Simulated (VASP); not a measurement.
A run of VASP 6.6.1 is set up as follows.

File INCAR:

```
  PREC = Accurate
  ENCUT = 600
  EDIFF = 1E-7
  ISMEAR = 0
  SIGMA = 0.03
  LREAL = False
  LASPH = True
  NELM = 80
  ALGO = Normal
  ISIF = 3
  LWAVE = False
  LCHARG = False
  METAGGA = R2SCAN
  LMIXTAU = True
  IBRION = 2
  NSW = 90
  EDIFFG = -0.005
```

The input KPOINTS:

```
regular mesh
0
Gamma
  10 10 10
```

Contents of POSCAR:

```
BP                                      
1.0
    0.0000000000      2.2660186101      2.2660186101
    2.2660186101     -0.0000000000      2.2660186101
    2.2660186101      2.2660186101      0.0000000000
  B               P             
     1     1
Direct
     0.0000000000000000    0.0000000000000000    0.0000000000000000
     0.2500000000000000    0.2500000000000000    0.2500000000000000
```

Potentials or basis: VASP PAW PBE potentials, release 64 (B, P).

The run is started by

```bash
$ cat potpaw_PBE.64/B/POTCAR potpaw_PBE.64/P/POTCAR > POTCAR
$ mpirun -np 1 vasp_std > vasp.out
```

Task: Predict the band gap on the k mesh.

Result: 1.44 eV, indirect (least direct gap 3.65 eV).

Final structure:
```xyz
2
Lattice="0.0000 2.2660 2.2660 2.2660 0.0000 2.2660 2.2660 2.2660 0.0000" Properties=species:S:1:pos:R:3 pbc="T T T"
B     0.0000    0.0000    0.0000
P     1.1330    1.1330    1.1330
```

Caveat: the relaxation stopped at its first step, so nothing moved; the PAW data sets were made with another functional, which shifts forces and pressure a little. r2SCAN opens gaps a little over a GGA but as a rule still falls short of measured ones.
